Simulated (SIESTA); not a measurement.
**In in SIESTA: convergence with real-space mesh cutoff**

In, a slab with vacuum:

```
CELL_PARAMETERS angstrom
3.36384 0.00000 0.00000
-1.68192 2.91317 0.00000
0.00000 0.00000 25.79971
ATOMIC_POSITIONS crystal
In 0.00000 0.00000 0.29070
In 0.33333 0.66667 0.39535
In 0.00000 0.00000 0.50000
In 0.66667 0.33333 0.60465
In 0.00000 0.00000 0.70930
```

The slab is cut from a database's or a generator's crystal, which needn't be the stable form of the element.

```yaml
Program: SIESTA 5.4.2
Task: single point
Functional: PBE
Potentials_or_basis: PseudoDojo 0.4 standard (PBE files)
Basis: DZP (energy shift 0.003 Ry; two zetas on semicore shells)
Grid_cutoff: 100 Ry
Energy_shift: 0.003 Ry
k_mesh: 7 × 7 × 1
Occupations: fermi-dirac, width 0.05 eV
Spin: no spin polarisation
```

These are the settings of the first run; the series varies real-space mesh cutoff, with any setting tied to it.

Hardware: 1 thread of Arm Neoverse V1, with other jobs on the host.

| real-space mesh cutoff | energy less the tightest run, at zero smearing (meV/atom) | largest force (eV/Å) | SCF cycles | CPU time (s) | peak memory (GiB) |
| --- | --- | --- | --- | --- | --- |
| 100 Ry | -92.88 | 0.020 | 12 | 23 | 0.2 |
| 150 Ry | -21.76 | 0.022 | 14 | 42 | 0.24 |
| 200 Ry | -6.33 | 0.022 | 12 | 62 | 0.3 |
| 300 Ry | -4.08 | 0.022 | 13 | 81 | 0.34 |
| 400 Ry | -1.95 | 0.022 | 13 | 120 | 0.43 |
| 500 Ry | -1.03 | 0.022 | 13 | 150 | 0.53 |
| 700 Ry | -0.31 | 0.022 | 14 | 270 | 0.79 |
| 900 Ry | -0.12 | 0.022 | 13 | 350 | 1.1 |
| 1200 Ry | 0.00 | 0.022 | 13 | 540 | 1.6 |

Against the tightest run, the energy stays within 1 meV/atom from 700 Ry on; the largest force stays within 0.005 eV/Å from 100 Ry on. Values are those asked for, which the program may round to a finer grid. The tightest run that finished is the yardstick and may itself not be fully converged.
